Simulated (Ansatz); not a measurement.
System: ZrC (rock salt type, first atom moved by 0.06 Å along [111]), 2 atoms in the cell.

```yaml
crystal:
  lattice:
    - [0.00000, 2.35500, 2.35500]
    - [2.35500, 0.00000, 2.35500]
    - [2.35500, 2.35500, 0.00000]
  atoms:
    - { symbol: Zr, position: [0.00735, 0.00735, 0.00735] }
    - { symbol: C, position: [0.50000, 0.50000, 0.50000] }
```
Lattice in Å, positions in fractions of it.

Code and potentials: Ansatz PAW hard set, 700 eV. Settings: k-mesh 4×4×4 Γ-centred; Fermi–Dirac smearing of 0.1 eV; no spin polarisation. For HSE06: exchange singularity: Wigner-Seitz.

One run gave:

* Pressure: -2.70 GPa

| atom | Fx (eV/Å) | Fy (eV/Å) | Fz (eV/Å) |
| --- | --- | --- | --- |
| Zr1 | -0.080 | -0.080 | -0.080 |
| C2 | 0.080 | 0.080 | 0.080 |

(1) Which level of theory was it?
A. PBE
B. HSE06

## Answers

(1) B. All runs:

| level | pressure (GPa) | rms force (eV/Å) |
| --- | --- | --- |
| PBE | -0.28 | 0.433 |
| HSE06 | -2.70 | 0.138 |

The stress includes the program's correction for the finite plane-wave basis.

The k-mesh is coarse, so these values belong to this mesh and can lie far from the converged ones. Potentials made with PBE were used with another functional (at least in: Ansatz PAW hard set, 700 eV (HSE06)).
